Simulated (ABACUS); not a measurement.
Crystal: C.

```
C
1.0
    -1.78337    0.00000    1.78337
     0.00000    1.78337    1.78337
    -1.78337    1.78337    0.00000
C
2
Direct
  0.25000 0.25000 0.25000
  0.50000 0.50000 0.50000
```

This isn't the form of C at room conditions, which is graphite.

```yaml
Program: ABACUS 3.10.1
Task: relaxation of cell and atoms
Functional: LDA-PW92
Potentials_or_basis: PseudoDojo NC SR 0.4.1 LDA stringent
Cutoff: 1116 eV
Density_cutoff: 4463 eV
Basis: plane waves
k_mesh: 10 × 10 × 10
Occupations: fermi-dirac, width 0.05 eV
Spin: no spin polarisation
```

At the start: pressure -11.2 GPa; volume 5.67 Å³/atom.

Problem. Where does the relaxation end?

Solution. Over 4 steps the energy falls by 5.0 meV/atom and the volume is 5.53 Å³/atom (-2.5 %); space group Fd-3m (No. 227, to 0.05 Å).

Step by step:
```csv
step,energy change (eV),largest force (eV/Å),pressure (GPa),volume (Å³)
1,0.0000,0.0000,-11.22,11.34
2,0.0103,0.0000,17.51,10.68
3,-0.0100,0.0000,-0.11,11.07
4,-0.0100,0.0000,0.00,11.06
```

Final structure:
```
C
1.0
    -1.76853    0.00000    1.76853
     0.00000    1.76853    1.76853
    -1.76853    1.76853    0.00000
C
2
Direct
  0.25000 0.25000 0.25000
  0.50000 0.50000 0.50000
```

The cell as given is a measured one (5.67 Å³/atom); LDA-PW92 puts the equilibrium volume -2.5 % from it, thermal expansion not counted.
